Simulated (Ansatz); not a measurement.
**How the field gradients follow the size of the cell in SiC**

Reference cell: a structure deposited in the COD, ions relaxed with PBE at fixed cell.

```xyz
4
Lattice="3.0760 0.0000 0.0000 -1.5380 2.6639 0.0000 0.0000 0.0000 5.0480" Properties=species:S:1:pos:R:3 pbc="T T T"
Si    0.0000    1.7759    0.0227
Si    1.5380    0.8880    2.5467
C     0.0000    1.7759    1.9208
C     1.5380    0.8880    4.4448
```

Sites (sets of like atoms) are named by element and the number of their first atom in this list.

The numbers come from a DFT calculation in Ansatz (PBE, plane waves and PAW, scalar-relativistic, 420 eV cutoff, Γ-centred 16×16×9 k-points, Fermi–Dirac smearing 0.02 eV).

The cell is scaled uniformly, and the ions relax again at each size.

Problem. How do the gradients (10²¹ V/m²) respond?

Solution. 

| V/V₀ | Si V_zz (η) | C V_zz (η) |
| --- | --- | --- |
| 0.94 | 0.30 (0.00) | 0.21 (0.00) |
| 0.96 | 0.33 (0.00) | 0.21 (0.00) |
| 0.98 | 0.33 (0.00) | 0.20 (0.00) |
| 1.00 | 0.34 (0.00) | 0.20 (0.00) |
| 1.02 | 0.34 (0.00) | 0.19 (0.00) |
| 1.04 | 0.33 (0.00) | 0.19 (0.00) |
| 1.06 | 0.33 (0.00) | 0.18 (0.00) |

Logarithmic slopes d ln|V_zz|/d ln V over the series, for the sites that change steadily: C -1.3. Point charges on a uniformly scaled lattice would give −1; charge that moves in the bonds makes the difference.
